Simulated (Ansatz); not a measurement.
Bi: pressure against volume

Bi, Im-3m, a = 3.960 Å. This isn't the element's structure at ambient conditions. Ansatz: r2SCAN, PAW, 500 eV, Γ-centred 16×16×16 mesh on 1 atom, Gaussian smearing 0.10 eV; no spin polarisation. Symmetry fixes shape and atoms, so the cell is only scaled; pressure is positive in compression.

```tsv
V (Å³/atom)	P (GPa)
29.195	?
30.127	1.82
31.059	0.02
31.991	-1.47
32.922	-2.72
```

Q: Take V0 = 31.059 Å³/atom, count pressures from its P0 = 0.02 GPa, fit the third-order Birch–Murnaghan form to the other rows, and predict the missing pressure.

A: With the Eulerian strain f = ½[(V0/V)^(2/3) − 1] and y = (P − P0)/[3f(1 + 2f)^(5/2)], the form is the line y = B0 + 1.5 B0 (B0′ − 4) f. Rows (f, y): 0.01026, 55.6; -0.00976, 53.5; -0.01905, 52.8. Means f = -0.006183, y = 53.967; Σ(Δf)² = 0.0004487, ΣΔfΔy = 0.04354; the slope is their ratio. y = 54.57 + 97.02 f GPa, so B0 = 54.6 GPa and B0′ = 4 + 2 × (97.02)/(3 × 54.57) = 5.19. At V = 29.195, f = 0.02106, y = 56.61 and P = 3.99 GPa. The run gave 3.99 GPa, the same to the digits shown. The form still works here, 33 % of the fitted range beyond its end.

Spin–orbit coupling is left out, which can shift energies with elements as heavy as these.

Cost: 5 runs of about 0.92 core-minutes in all, on Arm Neoverse V1 (shared hosts).